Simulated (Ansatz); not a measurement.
## Cu under changes of volume

One of the cells (11.810 Å³/atom); the others are scaled copies at fixed shape and fractional positions:

```
Cu
1.0
     0.00000    1.80750    1.80750
     1.80750    0.00000    1.80750
     1.80750    1.80750    0.00000
Cu
1
Direct
  0.00000 0.00000 0.00000
```

* Program: Ansatz 0.2.0
* Functional: revPBE
* Dispersion: D3(BJ)
* Potentials or basis: Ansatz PAW
* Cutoff: 420 eV (not typed: the program's choice for these potentials)
* k mesh: 13 × 13 × 13
* Occupations: fermi-dirac, width 0.05 eV
* Spin: no spin polarisation

```csv
volume (Å³/atom),energy over the lowest point (meV/atom),pressure (GPa)
11.102,0.00,-1.8
11.338,5.16,-5.2
11.574,15.02,-8.2
11.810,29.04,-10.8
12.047,46.69,-13.1
12.283,?,?
12.519,91.11,-16.9
```

Q: What does the run at 12.283 Å³/atom give?

A: Energy over the lowest point 67.51 meV/atom; pressure -15.1 GPa.

Worked out: A Birch-Murnaghan fit of order 3 (a polynomial in V^(-2/3)) to the other rows has its minimum at 10.99 Å³/atom, just outside them, with B0 = V·E''(V) = 179 GPa and B' = 5.0. It gives 67.51 meV/atom at 12.283 Å³/atom, against the run's 67.51, and -dE/dV = -15.1 GPa, against -15.1.

Energies are extrapolated to zero smearing.

Caveats: pairwise dispersion overbinds metals, which lowers pressure and volume; the PAW data sets come from PBE, with cores solved anew for the run's functional, which leaves a small shift of forces and pressure.
